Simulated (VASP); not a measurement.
Pb, 5 atoms in the cell. The cell holds a slab with vacuum, 5 atoms: a = 3.565 Å, b = 3.565 Å, c = 26.642 Å, α = 90.00°, β = 90.00°, γ = 120.00°. The slab is cut from a database's or a generator's crystal, which needn't be the stable form of the element.

| Property | Result |
| --- | --- |
| Program | VASP 6.6.1 |
| Task | relaxation of the atoms |
| Functional | PBE |
| Potentials or basis | VASP PAW PBE potentials, release 64 (Pb_d) |
| Cutoff | 520 eV |
| k mesh | 12 × 12 × 1 |
| Occupations | methfessel-paxton, width 0.1 eV |
| Spin | no spin polarisation |
| Dipole correction | yes |
| Further INCAR settings | ALGO = Normal; EDIFF = 1e-06; IBRION = 2; EDIFFG = -0.02; NSW = 80 |

Potentials or basis: VASP PAW PBE potentials, release 64 (Pb_d).

The run is started by

```sh
$ cat potpaw_PBE.64/Pb_d/POTCAR > POTCAR
$ mpirun -np 2 vasp_std > vasp.out
```

Hardware: 2 MPI ranks on Intel(R) Xeon(R) 6975P-C (Granite Rapids) (shared host).

Estimate the wall time of this run.

Run time: 12 min on 2 MPI ranks on Intel(R) Xeon(R) 6975P-C (Granite Rapids) (shared host), peak memory 0.5 GiB a rank. Counts: scf iterations 156, k points 19, ion steps 15.
